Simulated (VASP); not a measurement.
# Vibrations of TiO2 (Anatase): a test of the settings

How far do the zone-centre frequencies of TiO2 (Anatase) depend on the numerical settings? The starting structure is a measured crystal structure from the Crystallography Open Database.

Program: VASP 6.6.1. Level of theory: Kohn-Sham DFT with plane waves and PAW; LDA. Results are calculated unless marked as measured.

## Step 1: Set-up

It takes space group I4_1/amd (No. 141, tetragonal). The conventional cell has a = 3.784 Å, b = 3.784 Å, c = 9.515 Å, α = 90.00°, β = 90.00°, γ = 90.00°. Nearest to Ti lie 6 O at 1.93 to 1.98 Å. Nearest to O lie 3 Ti at 1.93 to 1.98 Å. Farther neighbours and most contacts between anions are not listed.

Structure file:

```cif
data_structure
_symmetry_space_group_name_H-M 'I4_1/amd:1'
_symmetry_Int_Tables_number 141
_cell_length_a 3.7842
_cell_length_b 3.7842
_cell_length_c 9.5146
_cell_angle_alpha 90.000
_cell_angle_beta 90.000
_cell_angle_gamma 90.000
_cell_volume 136.25
loop_
_atom_site_label
_atom_site_type_symbol
_atom_site_symmetry_multiplicity
_atom_site_Wyckoff_symbol
_atom_site_fract_x
_atom_site_fract_y
_atom_site_fract_z
_atom_site_occupancy
Ti1 Ti 4 a 0.50000 0.00000 0.75000 1
O1 O 8 e 0.00000 0.00000 0.79190 1
```

## Step 2: Reference modes

The cell comes from a relaxation at this level, not shown (66.44 Å³).

Input file INCAR:

```
SYSTEM = TiO2
PREC = Accurate
ENCUT = 520
EDIFF = 1E-08
NELM = 100
ISMEAR = 0
SIGMA = 0.03
LREAL = .FALSE.
ALGO = Normal
GGA = CA
NBANDS = 30
LASPH = .TRUE.
LORBIT = 11
LWAVE = .FALSE.
LCHARG = .FALSE.
KPAR = 8
IBRION = 6
NFREE = 2
POTIM = 0.015
NSW = 1
ISIF = 2
```

Input file POSCAR:

```
TiO2
1.0
   -3.7472821045      0.0000000000      0.0000000000
    0.0000000000      3.7472821045      0.0000000000
    1.8736410522     -1.8736410522     -4.7317031800
Ti O
2 4
Direct
    0.7500000000      0.2500000000      0.5000000000
    0.0000000000      0.0000000000      0.0000000000
    0.2081227003      0.2081227003      0.4162454006
    0.9581227003      0.4581227003      0.9162454006
    0.5418772997      0.0418772997      0.0837545994
    0.7918772997      0.7918772997      0.5837545994
```

Input file KPOINTS:

```
Automatic mesh
0
Gamma
6 6 6
0 0 0
```

The projector-augmented-wave data sets are Ti_sv and O (LDA family, release 64).

Started as:

```
mpirun -np 8 vasp_std
```

The program printed:

```text
[banner, memory and clock lines left out]
running    8 mpi-ranks, on    1 nodes
 distrk:  each k-point on    1 cores,    8 groups
 distr:  one band on    1 cores,    1 groups

 POSCAR found type information on POSCAR TiO
 POSCAR found :  2 types and       6 ions
|                                                                             |
|           W    W    AA    RRRRR   N    N  II  N    N   GGGG   !!!           |
|           W    W   A  A   R    R  NN   N  II  NN   N  G    G  !!!           |
|           W    W  A    A  R    R  N N  N  II  N N  N  G       !!!           |
|           W WW W  AAAAAA  RRRRR   N  N N  II  N  N N  G  GGG   !            |
|           WW  WW  A    A  R   R   N   NN  II  N   NN  G    G                |
|           W    W  A    A  R    R  N    N  II  N    N   GGGG   !!!           |
|                                                                             |
|     For optimal performance we recommend to set                             |
|       NCORE = 2 up to number-of-cores-per-socket                            |
|     NCORE specifies how many cores store one orbital (NPAR=cpu/NCORE).      |
|     This setting can greatly improve the performance of VASP for DFT.       |
|     The default, NCORE=1 might be grossly inefficient on modern             |
|     multi-core architectures or massively parallel machines. Do your        |
|     Unfortunately you need to use the default for GW and RPA                |
|     calculations (for HF NCORE is supported but not extensively tested      |
|     yet).                                                                   |
|                                                                             |

 LDA part: xc-table for (Slater(with rela. corr.)+CA(PZ))
 , standard interpolation
 POSCAR, INCAR and KPOINTS ok, starting setup
 FFT: planning ... GRIDC
 FFT: planning ... GRID_SOFT
 FFT: planning ... GRID
 WAVECAR not read
 entering main loop
       N       E                     dE             d eps       ncg     rms          rms(c)
DAV:   1     0.668016143915E+03    0.66802E+03   -0.24760E+04  1800   0.185E+03
DAV:   2     0.298280948348E+02   -0.63819E+03   -0.60566E+03  2028   0.550E+02
DAV:   3    -0.705597994845E+02   -0.10039E+03   -0.98359E+02  2650   0.202E+02
DAV:   4    -0.752146674320E+02   -0.46549E+01   -0.46484E+01  2518   0.432E+01
DAV:   5    -0.753996437158E+02   -0.18498E+00   -0.18495E+00  2444   0.705E+00    0.326E+01
DAV:   6    -0.594359898812E+02    0.15964E+02   -0.10039E+02  2316   0.974E+01    0.117E+01
DAV:   7    -0.590622527835E+02    0.37374E+00   -0.15129E+01  2362   0.323E+01    0.886E+00
DAV:   8    -0.589381377893E+02    0.12411E+00   -0.27554E+00  2202   0.171E+01    0.326E+00
DAV:   9    -0.588347243969E+02    0.10341E+00   -0.71361E-01  2194   0.805E+00    0.988E-01
DAV:  10    -0.588403407398E+02   -0.56163E-02   -0.89028E-02  2150   0.244E+00    0.429E-01
DAV:  11    -0.588369170522E+02    0.34237E-02   -0.19219E-02  2106   0.894E-01    0.703E-02
DAV:  12    -0.588370303274E+02   -0.11328E-03   -0.16810E-03  2112   0.453E-01    0.120E-01
DAV:  13    -0.588369138523E+02    0.11648E-03   -0.40529E-04  2192   0.219E-01    0.258E-02
DAV:  14    -0.588369140067E+02   -0.15435E-06   -0.52287E-05  2474   0.659E-02    0.131E-02
DAV:  15    -0.588369133726E+02    0.63406E-06   -0.12411E-05  2354   0.376E-02    0.361E-03
DAV:  16    -0.588369132337E+02    0.13890E-06   -0.88155E-07  2292   0.101E-02    0.187E-03
DAV:  17    -0.588369132224E+02    0.11331E-07   -0.18563E-07  2068   0.394E-03    0.428E-04
DAV:  18    -0.588369132219E+02    0.48203E-09   -0.74430E-09   948   0.866E-04
   1 F= -.58836913E+02 E0= -.58836913E+02  d E =-.720195E-16
[... from here on, the cycles between the ionic steps are left out ...]
   2 F= -.58836318E+02 E0= -.58836318E+02  d E =-.136911E-16
   3 F= -.58836318E+02 E0= -.58836318E+02  d E =-.137207E-16
   4 F= -.58834943E+02 E0= -.58834943E+02  d E =-.648030E-16
   5 F= -.58834943E+02 E0= -.58834943E+02  d E =-.648169E-16
   6 F= -.58835068E+02 E0= -.58835068E+02  d E =-.309581E-16
   7 F= -.58835063E+02 E0= -.58835063E+02  d E =-.307543E-16
   8 F= -.58836544E+02 E0= -.58836544E+02  d E =-.102229E-15
   9 F= -.58836547E+02 E0= -.58836547E+02  d E =-.101801E-15
  10 F= -.58835403E+02 E0= -.58835403E+02  d E =-.229248E-18
 Finite differences progress:
  Degree of freedom:   5/  5
  Displacement:        1/  2
  Total:               9/ 10
 bond charge predicted
       N       E                     dE             d eps       ncg     rms          rms(c)
DAV:   1    -0.588327481967E+02    0.26551E-02   -0.41166E+00  2792   0.113E+01    0.307E-01
DAV:   2    -0.588360816782E+02   -0.33335E-02   -0.57268E-02  3432   0.234E+00    0.312E-01
DAV:   3    -0.588356877308E+02    0.39395E-03   -0.38533E-03  3620   0.656E-01    0.163E-01
DAV:   4    -0.588354160636E+02    0.27167E-03   -0.11584E-03  2998   0.270E-01    0.344E-02
DAV:   5    -0.588354246869E+02   -0.86233E-05   -0.20623E-04  3200   0.127E-01    0.184E-02
DAV:   6    -0.588354232491E+02    0.14378E-05   -0.17184E-05  3446   0.370E-02    0.112E-02
DAV:   7    -0.588354226283E+02    0.62081E-06   -0.43774E-06  3696   0.203E-02    0.465E-03
DAV:   8    -0.588354225328E+02    0.95463E-07   -0.13252E-06  3218   0.975E-03    0.153E-03
DAV:   9    -0.588354225105E+02    0.22360E-07   -0.23562E-07  3530   0.457E-03    0.683E-04
DAV:  10    -0.588354225132E+02   -0.27403E-08   -0.39418E-08  2098   0.192E-03
  11 F= -.58835423E+02 E0= -.58835423E+02  d E =-.133403E-14
 Finite differences progress:
  Degree of freedom:   5/  5
  Displacement:        2/  2
  Total:              10/ 10
```

Elapsed: 89 s, on 8 MPI ranks of Intel Xeon 6975P-C (Granite Rapids), shared host; peak memory 3.1 GiB.

Lines that name or quote the potential files are left out of all logs, and their timing lines are given in words.

(Part 1 of 3 ends here.)

[Lines on the potential files, build, host, timing and source positions are cut from VASP's logs without a mark.]

[Logs are printed without paths, hosts, clocks, repeated set-up lines and the standing remarks that a program may print on its own settings, such as how far it seeks lower states.]

[Hosts, paths, dates, database ids (printed as entryN), source tags and the programs' standing remarks are cut or masked in the printed files.]
